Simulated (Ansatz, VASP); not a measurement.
## One calculation of MoS2, two programs

```
Mo S
1.0
     3.12575    0.00000    0.00000
    -1.56288    2.70698    0.00000
     0.00000    0.00000   12.59601
Mo S
2 4
Direct
  0.33333 0.66667 0.25000
  0.66667 0.33333 0.75000
  0.33333 0.66667 0.62578
  0.66667 0.33333 0.12578
  0.33333 0.66667 0.87422
  0.66667 0.33333 0.37422
```

Change from the starting cell: in-plane strain -0.005, out-of-plane length and atoms relaxed by PAW.

Alike in both runs: functional PBEsol; k mesh 6 × 6 × 2; no spin polarisation.

Ansatz relaxed the structure, and its values are those at the end. VASP's run is a single point on that final structure, the one shown.

|  | VASP | Ansatz |
| --- | --- | --- |
| version | VASP 6.6.1 | Ansatz 0.2.0 |
| potentials or method | VASP PAW PBE potentials, release 64 (Mo_sv, S) | PAW with Ansatz's default frozen-core files, scalar-relativistic |
| plane-wave cutoff (eV) | 520 | 420 |
| occupations | gaussian, width 0.01 eV | fixed |
| valence electrons in the cell | 52 | 52 |

```csv
,VASP,Ansatz,Ansatz less VASP
pressure (GPa),0.9,0.9,+0.03
```

Caveats: the PAW data sets were made with another functional, which shifts forces and pressure a little (VASP); this functional lacks dispersion, which binds the layers, so the pressure and a relaxed spacing across them are unreliable. A k mesh can miss the band edges.
